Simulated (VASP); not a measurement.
Se:

```
Se
1.0
     4.50482    0.00000    0.00000
    -2.25241    3.90129    0.00000
     0.00000    0.00000    4.97880
Se
3
Direct
  0.21789 0.00000 0.33333
  0.00000 0.21789 0.66667
  0.78211 0.78211 0.00000
```

* Program: VASP 6.6.1
* Task: relaxation of cell and atoms
* Functional: PBEsol
* Potentials or basis: VASP PAW PBE potentials, release 64 (Se)
* Cutoff: 580 eV
* k mesh: 9 × 9 × 6
* Occupations: gaussian, width 0.02 eV
* Spin: no spin polarisation

At the start: pressure -0.7 GPa; volume 29.17 Å³/atom.

**Question.** How do energy, volume and symmetry change on relaxing?

**Answer.** Over 24 steps the energy falls by 39.7 meV/atom and the volume is 24.10 Å³/atom (-17.4 %); space group P3_121 (No. 152, to 0.05 Å).

Step by step:
```tsv
step	energy change (eV)	largest force (eV/Å)	pressure (GPa)	volume (Å³)
1	0.0000	0.1953	-0.69	87.50
2	-0.0136	0.2256	-0.46	85.92
3	-0.0469	0.3331	0.48	81.28
4	-0.0493	0.5934	3.88	72.45
5	-0.0608	0.4803	1.98	76.69
6	-0.0652	0.4509	1.90	76.45
7	-0.0771	0.3679	1.67	75.72
8	-0.0946	0.2234	1.33	74.27
9	-0.1076	0.0096	1.10	71.38
10	-0.1111	0.0193	0.65	71.96
11	-0.1141	0.0790	-0.20	73.16
12	-0.1151	0.0616	-0.16	73.15
13	-0.1173	0.0089	-0.01	73.10
14	-0.1174	0.0995	0.28	73.00
15	-0.1181	0.0464	0.14	73.05
16	-0.1184	0.0216	-0.10	73.20
17	-0.1184	0.0174	-0.15	73.23
18	-0.1186	0.0187	-0.12	73.11
19	-0.1189	0.0234	-0.04	72.76
20	-0.1187	0.0328	0.14	72.05
21	-0.1190	0.0265	0.02	72.52
22	-0.1191	0.0045	-0.07	72.47
23	-0.1191	0.0033	-0.10	72.46
24	-0.1192	0.0013	0.00	72.29
```

Final structure:
```
CELL_PARAMETERS angstrom
4.03429 0.00000 0.00000
-2.01714 3.49380 0.00000
0.00000 0.00000 5.12842
ATOMIC_POSITIONS crystal
Se 0.24955 0.00000 0.33333
Se 0.00000 0.24955 0.66667
Se 0.75045 0.75045 0.00000
```

Caveat: the volume moved by over 15 % at a fixed basis, so the end points are rough; the PAW data sets were made with another functional, which shifts forces and pressure a little.
